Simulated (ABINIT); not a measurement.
Crystal: Te2Pt (Moncheite).

```
Pt Te
1.0
     4.01000    0.00000    0.00000
    -2.00500    3.47276    0.00000
     0.00000    0.00000    5.20100
Pt Te
1 2
Direct
  0.00000 0.00000 0.00000
  0.66667 0.33333 0.75000
  0.33333 0.66667 0.25000
```

Base run:

- Program: ABINIT 10.8.3 (patched build)
- Functional: BLYP
- Potentials or basis: JTH PAW PBE v2.0
- Cutoff: 544 eV
- k mesh: 8 × 8 × 5
- Occupations: fermi-dirac, width 0.05 eV
- Spin: no spin polarisation

Its results: band gap on the k mesh none (metal or under the smearing width); pressure 16.8 GPa; largest force 1.590 eV/Å.

Question: After a change of settings the same cell gave: band gap on the k mesh none (metal or under the smearing width); pressure 10.1 GPa; largest force 1.227 eV/Å. Which change was it?
A. functional from BLYP to PBEsol; k mesh from 8 × 8 × 5 to 5 × 5 × 3
B. functional from BLYP to RPBE
C. functional from BLYP to SOGGA
D. functional from BLYP to PW91

Answer: D.

PW91 binds more tightly than BLYP, so the same cell stands under less pressure.

Caveats: spin-orbit coupling is left out, which moves the levels of the heavy elements; so large a pressure means that the cell lies far from this level's equilibrium, or that cutoff or potentials fall short (some runs); the potentials were made for another functional, which shifts forces and pressure (some runs); the PAW data sets were made with another functional, which shifts forces and pressure a little (some runs).

Runs at the PBE level aren't shown here.
